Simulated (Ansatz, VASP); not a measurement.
**Two plane-wave programs on RbBr**

```xyz
2
Lattice="4.1243 -0.1188 0.0000 -0.1188 4.1243 0.0000 0.0000 0.0000 4.1243" Properties=species:S:1:pos:R:3 pbc="T T T"
Rb    0.0000    0.0000    0.0000
Br    2.0027    2.0027    2.0621
```

Change from the starting cell: shear_xy strain -5.8%.

Alike in both runs: task single point; functional PBE; k mesh 6 × 6 × 6; occupations fermi-dirac, width 0.02 eV; no spin polarisation.

|  | VASP | Ansatz |
| --- | --- | --- |
| version | VASP 6.6.1 | Ansatz 0.2.0 |
| potentials or method | VASP PAW PBE potentials, release 64 (Rb_sv, Br) | plane waves, PAW |
| plane-wave cutoff (eV) | 520 | 420 |
| valence electrons in the cell | 16 | 16 |

```csv
,VASP,Ansatz,Ansatz less VASP
gap on the k mesh at the Fermi level (eV),4.09,4.09,+0.002
pressure (GPa),0.9,0.9,-0.03
largest component of the traceless stress (GPa),0.39,0.39,-0.006
```

With one functional, cell and mesh, what is left measures potentials, basis and numerics.

A k mesh can miss the band edges.
